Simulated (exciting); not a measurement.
# Te2Pt (Moncheite) (P-3m1) in exciting: single point with PBE

Aim: the single point of Te2Pt (Moncheite) with PBE.

Program: exciting (release sodium). These are calculated values, not measurements. Logs are shortened: lines on timing, memory, paths and dates and some standing lists are left out, and cuts for length are marked.

**1. The crystal as given**

The structure is trigonal, space group P-3m1 (No. 164). The conventional cell has a = 4.010 Å, b = 4.010 Å, c = 5.201 Å, α = 90.00°, β = 90.00°, γ = 120.00°. Pt (site symmetry -3m) has 6 Te at 2.66 Å as nearest neighbours. Te (site symmetry 3m) has 3 Pt at 2.66 Å as nearest neighbours.

**2. Single point, PBE**

input.xml reads:

```xml
<input>
  <title>Te2Pt</title>
  <structure speciespath="./" tshift="false">
    <crystal scale="1">
      <basevect>7.577801759749 0.000000000000 0.000000000000</basevect>
      <basevect>-3.788900879875 6.562568828831 0.000000000000</basevect>
      <basevect>0.000000000000 0.000000000000 9.828465574179</basevect>
    </crystal>
    <species speciesfile="Pt.xml" rmt="2.3">
      <atom coord="0.000000000000 0.000000000000 0.000000000000"/>
    </species>
    <species speciesfile="Te.xml" rmt="2.3">
      <atom coord="0.666666666700 0.333333333300 0.750000000000"/>
      <atom coord="0.333333333300 0.666666666700 0.250000000000"/>
    </species>
  </structure>
  <groundstate do="fromscratch" ngridk="8 8 5" rgkmax="9" gmaxvr="14" lmaxapw="10" lmaxmat="10" lmaxvr="8" xctype="GGA_PBE" stype="Gaussian" swidth="0.00040424" nempty="16" ValenceRelativity="iora*" epsengy="1e-05" epspot="1e-05" maxscl="60" tforce="true" outputlevel="normal"/>
</input>
```

Potentials or basis: all-electron LAPW+lo, shipped species files, valence relativity iora*.

The run is started by

```
OMP_NUM_THREADS=1 exciting_smp
```

INFO.OUT:

```text
================================================================================
EXCITING SODIUM started
[... 10 lines left out ...]

 Lattice vectors (cartesian) :
      7.5778017597      0.0000000000      0.0000000000
     -3.7889008799      6.5625688288      0.0000000000
      0.0000000000      0.0000000000      9.8284655742

 Reciprocal lattice vectors (cartesian) :
      0.8291567273      0.4787138597     -0.0000000000
      0.0000000000      0.9574277194      0.0000000000
      0.0000000000     -0.0000000000      0.6392844600

 Unit cell volume                           :     488.7680756814
 Brillouin zone volume                      :       0.5075008491

 Species :    1 (Pt)
     parameters loaded from                 :    Pt.xml
     name                                   :    platinum
     nuclear charge                         :     -78.00000000
     electronic charge                      :      78.00000000
     atomic mass                            :  355605.43990000
     muffin-tin radius                      :       2.30000000
     # of radial points in muffin-tin       :     450

     atomic positions (lattice) :
       1 :   0.00000000  0.00000000  0.00000000

 Species :    2 (Te)
     parameters loaded from                 :    Te.xml
     name                                   :    tellurium
     nuclear charge                         :     -52.00000000
     electronic charge                      :      52.00000000
     atomic mass                            :  232600.57070000
     muffin-tin radius                      :       2.30000000
     # of radial points in muffin-tin       :     400

     atomic positions (lattice) :
       1 :   0.66666667  0.33333333  0.75000000
       2 :   0.33333333  0.66666667  0.25000000

 Total number of atoms per unit cell        :       3

 Spin treatment                             :    spin-unpolarised

 Number of Bravais lattice symmetries       :      24
 Number of crystal symmetries               :      12

 k-point grid                               :       8    8    5
 Total number of k-points                   :      40
 k-point set is reduced with crystal symmetries

 R^MT_min * |G+k|_max (rgkmax)              :       9.00000000
 Species with R^MT_min                      :       1 (Pt)
 Maximum |G+k| for APW functions            :       3.91304348
 Maximum |G| for potential and density      :      14.00000000

 G-vector grid sizes                        :      36    36    45
 Total number of G-vectors                  :   22639

 Maximum angular momentum used for
     APW functions                          :      10
     computing H and O matrix elements      :      10
     potential and density                  :       8
     inner part of muffin-tin               :       2

 Total nuclear charge                       :    -182.00000000
 Total electronic charge                    :     182.00000000
 Total core charge                          :     120.00000000
 Total valence charge                       :      62.00000000

 Number of empty states                     :      16
 Total number of valence states             :      48

 Maximum Hamiltonian size                   :     558
 Maximum number of plane-waves              :     504
 Total number of local-orbitals             :      54

 Exchange-correlation type                  :      20
     Perdew-Burke-Ernzerhof, Phys. Rev. Lett. 77, 3865 (1996)
     Generalised gradient approximation (GGA)

 Smearing scheme                            :    Gaussian
 Smearing width                             :       0.00040424

 Using multisecant Broyden potential mixing
[... 16 lines left out ...]
+ SCF iteration number :    1                                                  +
++++++++++++++++++++++++++++++++++++++++++++++++++++++++++++++++++++++++++++++++
 Total energy                               :    -32019.18582229
 _______________________________________________________________
 Fermi energy                               :         0.35548742
 Kinetic energy                             :     35502.28180211
 Coulomb energy                             :    -66812.02360079
 Exchange energy                            :      -698.98340929
 Correlation energy                         :       -10.46061432

 DOS at Fermi energy (states/Ha/cell)       :       155.37953240

 Electron charges :
     core                                   :       120.00000000
     core leakage                           :         0.00652105
     valence                                :        62.00000000
     interstitial                           :         8.32568995
     charge in muffin-tin spheres :
                  atom     1    Pt          :        75.55057242
                  atom     2    Te          :        49.06186882
                  atom     3    Te          :        49.06186882
     total charge in muffin-tins            :       173.67431005
     total charge                           :       182.00000000

++++++++++++++++++++++++++++++++++++++++++++++++++++++++++++++++++++++++++++++++
+ SCF iteration number :    2                                                  +
++++++++++++++++++++++++++++++++++++++++++++++++++++++++++++++++++++++++++++++++
 Total energy                               :    -32042.00040434
 _______________________________________________________________
 Fermi energy                               :         0.34410682
 Kinetic energy                             :     35486.09129623
 Coulomb energy                             :    -66818.27230585
 Exchange energy                            :      -699.35485071
 Correlation energy                         :       -10.46454400
[... 541 lines left out ...]
 DOS at Fermi energy (states/Ha/cell)       :        53.82067428

 Electron charges :
     core                                   :       120.00000000
     core leakage                           :         0.00635034
     valence                                :        62.00000000
     interstitial                           :         8.09934541
     charge in muffin-tin spheres :
                  atom     1    Pt          :        75.86376655
                  atom     2    Te          :        49.01844402
                  atom     3    Te          :        49.01844402
     total charge in muffin-tins            :       173.90065459
     total charge                           :       182.00000000

 RMS change in effective potential (target) :  0.172566E-08  ( 0.100000E-04)
 Absolute change in total energy   (target) :  0.119338E-05  ( 0.100000E-04)
 Charge distance                   (target) :  0.348730E-09  ( 0.100000E-04)
 Abs. change in max-nonIBS-force   (target) :  0.129647E-06  ( 0.500000E-04)

++++++++++++++++++++++++++++++++++++++++++++++++++++++++++++++++++++++++++++++++
| Convergency criteria checked for the last 2 iterations                       +
| Convergence targets achieved. Performing final SCF iteration                 +
++++++++++++++++++++++++++++++++++++++++++++++++++++++++++++++++++++++++++++++++
 Total energy                               :    -32040.57223724
 _______________________________________________________________
 Fermi energy                               :         0.33734691
 Kinetic energy                             :     35485.75021836
 Coulomb energy                             :    -66816.53957820
 Exchange energy                            :      -699.31956442
 Correlation energy                         :       -10.46331299

 DOS at Fermi energy (states/Ha/cell)       :        53.82067679

 Electron charges :
     core                                   :       120.00000000
     core leakage                           :         0.00635034
     valence                                :        62.00000000
     interstitial                           :         8.09934541
     charge in muffin-tin spheres :
                  atom     1    Pt          :        75.86376655
                  atom     2    Te          :        49.01844402
                  atom     3    Te          :        49.01844402
     total charge in muffin-tins            :       173.90065459
     total charge                           :       182.00000000

++++++++++++++++++++++++++++++++++++++++++++++++++++++++++++++++++++++++++++++++
+ Self-consistent loop stopped                                                 +
++++++++++++++++++++++++++++++++++++++++++++++++++++++++++++++++++++++++++++++++
 STATE.OUT is written

--------------------------------------------------------------------------------
- Writing atomic positions and forces                                          -
--------------------------------------------------------------------------------

 Atomic positions (lattice) :
 atom     1  Pt  :     0.00000000    0.00000000    0.00000000
 atom     2  Te  :     0.66666667    0.33333333    0.75000000
 atom     3  Te  :     0.33333333    0.66666667    0.25000000

 Total atomic forces including IBS (cartesian) :
 atom     1  Pt  :     0.00000000    0.00000000    0.00000000
 atom     2  Te  :    -0.00000000   -0.00000000   -0.01947434
 atom     3  Te  :     0.00000000   -0.00000000    0.01947434

 Atomic force components including IBS (cartesian) :
 atom     1  Pt  :     0.00000000    0.00000000    0.00000000   HF force
                 :    -0.00000000    0.00000000    0.00000000   core correction
                 :     0.00000000    0.00000000    0.00000000   IBS correction
 atom     2  Te  :    -0.00000000   -0.00000000   -0.60089243   HF force
                 :     0.00000000   -0.00000000    0.78587134   core correction
                 :    -0.00000000   -0.00000000   -0.20445325   IBS correction
 atom     3  Te  :     0.00000000    0.00000000    0.60089243   HF force
                 :    -0.00000000    0.00000000   -0.78587134   core correction
                 :     0.00000000    0.00000000    0.20445325   IBS correction

********************************************************************************
* Groundstate module stopped                                                   *
********************************************************************************

--------------------------------------------------------------------------------
- CAUTION! Warnings have been written in file WARNING.OUT !                    -
--------------------------------------------------------------------------------
================================================================================
| EXCITING SODIUM stopped                                                      =
================================================================================
```

It took 5.3 min on 1 thread of Intel Xeon Platinum 8375C at 2.90GHz (Ice Lake), shared host; peak memory 0.19 GiB.

What came out:

```
Free energy                                       : -871868.3868 eV
Largest force                                     : 1.001 eV/Å
Band gap on the k mesh                            : none (metal or under the smearing width)
All electrons inside the program's atomic spheres : Pt 75.86; Te 49.02 (radii Pt 2.3, Te 2.3 bohr)
```

Forces in eV/Å, atoms in the order of the input:
```
Pt   0.000  0.000  0.000
Te   0.000  0.000 -1.001
Te   0.000  0.000  1.001
```

Levels at points of the mesh, in eV from the Fermi level:
```
           k point  band 29  band 30  band 31  band 32  band 33  band 34
(0.00, 0.00, 0.00)    -0.72    -0.72     1.03     1.03     1.22     2.58
(0.50, 0.00, 0.00)    -3.72    -3.63    -3.07     0.10     2.48     3.58
```

Caveat: forces of over 1 eV/Å show positions far from the minimum, so gaps and moduli don't describe the material at rest. The run has no spin-orbit coupling, so splittings on Pt, Te are missing.
